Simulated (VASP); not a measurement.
# Pd (P6_3/mmc) in VASP: notebook

The runs below take Pd through single point, with RPBE.

Everything below comes from runs of VASP 6.6.1. Logs are shortened: lines on timing, memory, paths and dates and some standing lists are left out, and cuts for length are marked.

### Step 1. Starting point

Symmetry: P6_3/mmc, No. 194, hexagonal system. The conventional cell has a = 2.804 Å, b = 2.804 Å, c = 4.667 Å, α = 90.00°, β = 90.00°, γ = 120.00°. Pd (site symmetry -6m2) is surrounded by 12 Pd at 2.80 to 2.84 Å.

This isn't the form of Pd at room conditions, which is fcc.

### Step 2. Single point, RPBE

INCAR reads:

```
SYSTEM = Pd
  ALGO = Fast
  EDIFF = 1E-7
  ENCUT = 520
  GGA = RP
  ISIF = 2
  ISMEAR = -1
  LASPH = .True.
  LCHARG = .False.
  LREAL = .False.
  LWAVE = .False.
  NBANDS = 17
  NELM = 60
  PREC = Accurate
  SIGMA = 0.1
```

KPOINTS reads:

```
k-points
0
Gamma
  21 21 11
  0 0 0
```

POSCAR reads:

```
Pd
1.0
    2.8040872761      0.0000000000      0.0000000000
   -1.4020436380      2.4284108155      0.0000000000
    0.0000000000      0.0000000000      4.6674471392
Pd
2
Direct
    0.3333333333      0.6666666667      0.2500000000
    0.6666666667      0.3333333333      0.7500000000
```

Potentials or basis: VASP PAW PBE potentials, release 64 (Pd).

Started as:

```console
> cat potpaw_PBE.64/Pd/POTCAR > POTCAR
> mpirun -np 1 vasp_std > vasp.out
```

OUTCAR:

```text
SYSTEM = Pd
   EDIFF = 1E-7
   ENCUT = 520
   GGA = RP
   ISIF = 2
   ISMEAR = -1
   LASPH = .True.
   LREAL = .False.
   NELM = 60
   PREC = Accurate

 ion  position               nearest neighbor table
   1  0.333  0.667  0.250-   2 2.84   2 2.84   2 2.84   2 2.84   2 2.84   2 2.84
   2  0.667  0.333  0.750-   1 2.84   1 2.84   1 2.84   1 2.84   1 2.84   1 2.84

  LATTYP: Found a hexagonal cell.
 ALAT       =     2.8040872761
 C/A-ratio  =     1.6645156444

  Lattice vectors:

 A1 = (   2.8040872761,   0.0000000000,   0.0000000000)
 A2 = (  -1.4020436380,   2.4284108155,   0.0000000000)
 A3 = (   0.0000000000,   0.0000000000,   4.6674471392)

Analysis of symmetry for initial positions (statically):
=====================================================================
 Subroutine PRICEL returns:
 Original cell was already a primitive cell.

 Routine SETGRP: Setting up the symmetry group for a
 hexagonal supercell.

 Subroutine GETGRP returns: Found 24 space group operations
 (whereof 12 operations were pure point group operations)
 out of a pool of 24 trial point group operations.

The static configuration has the point symmetry D_3d.
 The point group associated with its full space group is D_6h.

Analysis of symmetry for dynamics (positions and initial velocities):
=====================================================================
 Subroutine PRICEL returns:
 Original cell was already a primitive cell.

 Routine SETGRP: Setting up the symmetry group for a
 hexagonal supercell.

 Subroutine GETGRP returns: Found 24 space group operations
 (whereof 12 operations were pure point group operations)
 out of a pool of 24 trial point group operations.

The dynamic configuration has the point symmetry D_3d.
 The point group associated with its full space group is D_6h.

 Subroutine INISYM returns: Found 24 space group operations
 (whereof 12 operations are pure point group operations),
 and found     1 'primitive' translations

----------------------------------------------------------------------------------------

                                     Primitive cell

  volume of cell :      31.7829

  direct lattice vectors                    reciprocal lattice vectors
     2.804087276  0.000000000  0.000000000     0.356622281  0.205895970  0.000000000
    -1.402043638  2.428410815  0.000000000     0.000000000  0.411791940  0.000000000
     0.000000000  0.000000000  4.667447139     0.000000000  0.000000000  0.214249882

  length of vectors
     2.804087276  2.804087276  4.667447139     0.411791940  0.411791940  0.214249882

  position of ions in fractional coordinates (direct lattice)
     0.333333333  0.666666667  0.250000000
     0.666666667  0.333333333  0.750000000

  ion indices of the primitive-cell ions
   primitive index   ion index
                 1           1
                 2           2

----------------------------------------------------------------------------------------

 KPOINTS: k-points

Automatic generation of k-mesh.
 Grid dimensions read from file:
 generate k-points for:   21   21   11

 Generating k-lattice:

  Cartesian coordinates                     Fractional coordinates (reciprocal lattice)
     0.016982013  0.009804570  0.000000000     0.047619048  0.000000000  0.000000000
     0.000000000  0.019609140  0.000000000     0.000000000  0.047619048  0.000000000
     0.000000000  0.000000000  0.019477262     0.000000000  0.000000000  0.090909091

  Length of vectors
     0.019609140  0.019609140  0.019477262

  Shift w.r.t. Gamma in fractional coordinates (k-lattice)
     0.000000000  0.000000000  0.000000000

 Subroutine IBZKPT returns following result:
 ===========================================

 Found    288 irreducible k-points:

 Following reciprocal coordinates:
            Coordinates               Weight
  0.000000  0.000000  0.000000      1.000000
  0.047619 -0.000000  0.000000      6.000000
  0.095238 -0.000000  0.000000      6.000000
  0.142857  0.000000  0.000000      6.000000
  0.190476 -0.000000  0.000000      6.000000
  0.238095 -0.000000  0.000000      6.000000
[... 16 lines left out ...]
  0.142857  0.095238  0.000000     12.000000
  0.190476  0.095238  0.000000     12.000000
 [... further k-points ...]
   k-points           NKPTS =    288   k-points in BZ     NKDIM =    288   number of bands    NBANDS=     17
   number of dos      NEDOS =    301   number of ions     NIONS =      2
   total plane-waves  NPLWV =  20736
   dimension x,y,z NGX =    24 NGY =   24 NGZ =   36
   dimension x,y,z NGXF=    48 NGYF=   48 NGZF=   72
   ions per type =               2
   NGX,Y,Z   is equivalent  to a cutoff of  14.23, 14.23, 12.82 a.u.
   NGXF,Y,Z  is equivalent  to a cutoff of  28.46, 28.46, 25.65 a.u.
 SYSTEM =  Pd
   PREC   = accura    normal or accurate (medium, high low for compatibility)
   ISTART =      0    job   : 0-new  1-cont  2-samecut
   ICHARG =      2    charge: 1-file 2-atom 10-const
   ISPIN  =      1    spin polarized calculation?
   LNONCOLLINEAR =      F non collinear calculations
   LSORBIT =      F    spin-orbit coupling
   LASPH  =      T    aspherical Exc in radial PAW
   ENCUT  =  520.0 eV  38.22 Ry    6.18 a.u.   5.21  5.21  8.68*2*pi/ulx,y,z
   NELM   =     60;   NELMIN=  2; NELMDL= -5     # of ELM steps
   EDIFF  = 0.1E-06   stopping-criterion for ELM
   LREAL  =      F    real-space projection
   EDIFFG = 0.1E-05   stopping-criterion for IOM
   NSW    =      0    number of steps for IOM
   IBRION =     -1    ionic relax: 0-MD 1-quasi-New 2-CG
   NFREE  =      0    steps in history (QN), initial steepest desc. (CG)
   ISIF   =      2    stress and relaxation
   ISYM   =      2    0-nonsym 1-usesym 2-fastsym
   POTIM  = 0.5000    time-step for ionic-motion
   TEBEG  =    0.0;   TEEND  =   0.0 temperature during run
   PSTRESS=    0.0 pullay stress
   NELECT =      20.0000    total number of electrons
   NUPDOWN=      -1.0000    fix difference up-down
   EMIN   =  10.00;   EMAX   =-10.00  energy-range for DOS
   EFERMI =   0.00;   METHOD = LEGACY
   ISMEAR =    -1;   SIGMA  =   0.10  broadening in eV -4-tet -1-fermi 0-gaus
   EFERMI_NEDOS =   21; number of points for ismear=-14 and -15
   IALGO  =     68    algorithm
   IMIX   =      4    mixing-type and parameters
     AMIX     =   0.40;   BMIX     =  1.00
     AMIX_MAG =   1.60;   BMIX_MAG =  1.00
  volume/ion in A,a.u.               =      15.89       107.24
  Fermi-wavevector in a.u.,A,eV,Ry     =   1.402880  2.651058 26.777242  1.968072
  Thomas-Fermi vector in A             =   2.525597
   LORBIT       =      0    0 simple, 1 ext, 2 COOP (PROOUT), +10 PAW based schemes
   GGA     = RP    functional components
   LHFCALC =     F    Hartree Fock is set to
   AEXX    =    0.0000 exact exchange contribution
   IVDW    =     0    specifies the selected vdW correction
   LEPSILON=     F    determine dielectric tensor
   LRPA    =     F    only Hartree local field effects (RPA)
 non-spin polarized calculation
 RMM-DIIS sequential band-by-band and
  energy-cutoff  :      520.00
  volume of cell :       31.78
 maximum number of plane-waves:       881
 NGX is ok and might be reduce to    24
   NGX = 11   NGY = 11   NGZ = 17

 number of electron      20.0000009 magnetization

 Free energy of the ion-electron system (eV)
  ---------------------------------------------------
  ext. energy  EPLUGINS =         0.00000000
  ---------------------------------------------------
  free energy    TOTEN  =        -9.27653248 eV

  energy without entropy =       -9.13100429  energy(sigma->0) =       -9.20376839

 E-fermi :   8.7174     XC(G=0): -12.6094

 val. band max:        8.7167173986   @ k =   0.3810   0.0952   0.1818
 cond. band min:       8.7187726571   @ k =   0.4762   0.0476   0.0909
 fundamental gap:      0.0020552584
 Fermi energy:         8.7173780672

 k-point     1 :       0.0000    0.0000    0.0000
  band No.  band energies     occupation
      1       2.1535      2.00000
      2       3.9564      2.00000
      3       6.0837      2.00000
      4       6.2700      2.00000
      5       6.2700      2.00000
      6       6.5818      2.00000
[... 9 lines left out ...]
     16      28.0611      0.00000
     17      30.2286      0.00000

 k-point     2 :       0.0476   -0.0000    0.0000
  band No.  band energies     occupation
      1       2.2236      2.00000
      2       4.0060      2.00000
      3       6.0397      2.00000
      4       6.3072      2.00000
      5       6.3150      2.00000
      6       6.5592      2.00000
[... 9 lines left out ...]
     16      27.9597      0.00000
     17      29.6624      0.00000

 k-point     3 :       0.0952   -0.0000    0.0000
  band No.  band energies     occupation
      1       2.4298      2.00000
      2       4.1460      2.00000
      3       5.9338      2.00000
      4       6.3857      2.00000
      5       6.4476      2.00000
      6       6.5151      2.00000
[... 9 lines left out ...]
     16      27.5891      0.00000
     17      28.5906      0.00000

 k-point     4 :       0.1429    0.0000    0.0000
  band No.  band energies     occupation
      1       2.7580      2.00000
      2       4.3456      2.00000
      3       5.8052      2.00000
      4       6.3548      2.00000
      5       6.6164      2.00000
      6       6.6217      2.00000
[... 9 lines left out ...]
     16      27.4312      0.00000
     17      27.8985      0.00000
[... 343 lines left out ...]
      1       2.9497      2.00000
      2       4.4640      2.00000
      3       5.7038      2.00000
      4       6.3658      2.00000
      5       6.4778      2.00000
      6       6.5821      2.00000
[... 9 lines left out ...]
     16      28.0587      0.00000
     17      28.3791      0.00000

 k-point    23 :       0.1429    0.0952    0.0000
  band No.  band energies     occupation
      1       3.3630      2.00000
      2       4.6643      2.00000
      3       5.5699      2.00000
      4       6.0638      2.00000
      5       6.2915      2.00000
      6       6.6127      2.00000
[... 9 lines left out ...]
     16      27.3654      0.00000
     17      28.2135      0.00000

 k-point    24 :       0.1905    0.0952    0.0000
  band No.  band energies     occupation
      1       3.8186      2.00000
      2       4.7695      2.00000
      3       5.5405      2.00000
      4       5.6618      2.00000
      5       6.2578      2.00000
      6       6.4754      2.00000
[... 9 lines left out ...]
     16      26.3765      0.00000
     17      28.0004      0.00000

 [... further k-points ...]
[... 5 lines left out ...]
  --------------------------------------------------------------------------------------
  -------------------------------------------------------------------------------------
  Total       -0.0413943     -0.0413943     -0.0886049     -0.0000000      0.0000000     -0.0000000
  in kB       -2.0866921     -2.0866921     -4.4665800     -0.0000000      0.0000000     -0.0000000
  external PRESSURE =      -2.8799881 kB  Pullay stress =       0.0000000 kB

 VOLUME and BASIS-vectors are now :
 -----------------------------------------------------------------------------
  energy-cutoff  :      520.00
  volume of cell :       31.78
      direct lattice vectors                 reciprocal lattice vectors
     2.804087276  0.000000000  0.000000000     0.356622281  0.205895970  0.000000000
    -1.402043638  2.428410815  0.000000000     0.000000000  0.411791940  0.000000000
     0.000000000  0.000000000  4.667447139     0.000000000  0.000000000  0.214249882

 POSITION                                       TOTAL-FORCE (eV/Angst)
 -----------------------------------------------------------------------------------
     -0.00000      1.61894      1.16686        -0.000000      0.000000      0.000000
      1.40204      0.80947      3.50059         0.000000      0.000000      0.000000
 -----------------------------------------------------------------------------------
    total drift:                                0.000000     -0.000000      0.000000

  FREE ENERGIE OF THE ION-ELECTRON SYSTEM (eV)
  ---------------------------------------------------
  free  energy   TOTEN  =        -9.2765324821 eV

  energy  without entropy=       -9.1310042906  energy(sigma->0) =       -9.20376839
```

Run time: 88 s. Hardware: 1 thread of Intel Xeon Platinum 8488C (Sapphire Rapids), shared host; peak memory 0.25 GiB.

What came out:

| Quantity | Value |
| --- | --- |
| Free energy | -9.2765 eV |
| Pressure | -0.3 GPa |
| Band gap on the k mesh | none (metal or under the smearing width) |

Caveat: the PAW data sets were made with another functional, which shifts forces and pressure a little.

### Step 3. Single point, RPBE

This run uses another cell than the first one, of 13.98 Å³/atom, 0.880 times its volume.

INCAR reads:

```
  PREC = Accurate
  ENCUT = 520
  EDIFF = 1E-6
  ISMEAR = -1
  SIGMA = 0.1
  LREAL = False
  LASPH = True
  NELM = 80
  ALGO = Normal
  ISIF = 2
  LWAVE = False
  LCHARG = True
  GGA = RP
  LELF = True
  LVHAR = True
  NBANDS = 17
```

KPOINTS reads:

```
Automatic mesh
0
Gamma
  15 15 8
```

POSCAR reads:

```
Pd
1.0
    2.6871118911      0.0000000000      0.0000000000
   -1.3435559456      2.3271071605      0.0000000000
    0.0000000000      0.0000000000      4.4727397809
Pd
2
Direct
    0.3333333333      0.6666666667      0.2500000000
    0.6666666667      0.3333333333      0.7500000000
```

Potentials or basis: VASP PAW PBE potentials, release 64 (Pd).

Started as:

```console
> cat potpaw_PBE.64/Pd/POTCAR > POTCAR
> mpirun -np 1 vasp_std > vasp.out
```

Wall time 32 s (1 thread of Intel Xeon Platinum 8488C (Sapphire Rapids), shared host); peak memory 0.18 GiB.

It converged, with:

* Free energy: -9.0144 eV
* Pressure: 25.8 GPa
* Band gap on the k mesh: none (metal or under the smearing width)

Stress tensor (GPa, compression positive):
```
25.90  0.00  0.00
 0.00 25.90  0.00
 0.00  0.00 25.47
```

Levels at points of the mesh, in eV from the Fermi level:
| k point | band 8 | band 9 | band 10 | band 11 | band 12 | band 13 |
| --- | --- | --- | --- | --- | --- | --- |
| (0.00, 0.00, 0.00) | -1.86 | -1.86 | -0.29 | -0.29 | 0.73 | 7.47 |
| (0.00, 0.00, 0.50) | -3.05 | -0.79 | -0.79 | -0.79 | -0.79 | 14.54 |

Caveat: so large a pressure means that the cell lies far from this level's equilibrium, or that cutoff or potentials fall short; the potentials were made for another functional, which shifts forces and pressure.

### Step 4. Single point, RPBE

This run uses another cell than the first one, of 17.16 Å³/atom, 1.080 times its volume.

INCAR reads:

```
PREC = Accurate
ENCUT = 520
EDIFF = 1E-7
ISMEAR = -1
SIGMA = 0.1
LREAL = F
LASPH = T
NELM = 60
ALGO = Normal
ISIF = 2
LWAVE = F
LCHARG = F
GGA = RP
NBANDS = 17
```

KPOINTS is that of step 3.

POSCAR reads:

```
Pd
1.0
    2.8769530767      0.0000000000      0.0000000000
   -1.4384765384      2.4915144499      0.0000000000
    0.0000000000      0.0000000000      4.7887334042
Pd
2
Direct
    0.3333333333      0.6666666667      0.2500000000
    0.6666666667      0.3333333333      0.7500000000
```

Started as:

```console
> cat potpaw_PBE.64/Pd/POTCAR > POTCAR
> mpirun -np 1 vasp_std > vasp.out
```

Wall time 42 s (1 thread of Intel Xeon Platinum 8488C (Sapphire Rapids), shared host); peak memory 0.2 GiB.

It converged, with:

| Property | Result |
| --- | --- |
| Free energy | -9.1989 eV |
| Pressure | -9.1 GPa |
| Band gap on the k mesh | none (metal or under the smearing width) |

Stress tensor (GPa, compression positive):
```
-9.08  0.00  0.00
 0.00 -9.08  0.00
 0.00  0.00 -9.22
```

Levels at points of the mesh, in eV from the Fermi level:
```tsv
k point	band 6	band 7	band 8	band 9	band 10	band 11	band 12	band 13	band 14	band 15
(0.00, 0.00, 0.00)	-1.89	-1.89	-1.35	-1.35	-0.23	-0.23	1.20	5.96	16.84	18.30
(0.00, 0.00, 0.50)	-2.20	-2.20	-2.20	-0.59	-0.59	-0.59	-0.59	12.88	12.88	17.23
```

Caveat: the PAW data sets were made with another functional, which shifts forces and pressure a little.

### Step 5. Summary

| cell | k mesh | gap on the mesh (eV) | pressure (GPa) |
| --- | --- | --- | --- |
| P6_3/mmc, 15.89 Å³/atom | 21 × 21 × 11 | none | -0.3 |
| P6_3/mmc, 13.98 Å³/atom | 15 × 15 × 8 | none | 25.8 |
| P6_3/mmc, 17.16 Å³/atom | 15 × 15 × 8 | none | -9.1 |

Alike in all rows: task single point; level RPBE; potentials or basis VASP PAW PBE potentials, release 64 (Pd); no spin polarisation; cutoff (eV) 520; smearing fermi-dirac 0.1 eV.

Every run on the cell as given and a fine mesh finds a metal.

Caveats: the PAW data sets were made with another functional, which shifts forces and pressure a little (some runs); so large a pressure means that the cell lies far from this level's equilibrium, or that cutoff or potentials fall short (some runs); the potentials were made for another functional, which shifts forces and pressure (some runs).

Total energies depend on the potentials used, so only differences within one code and one set of settings carry meaning.
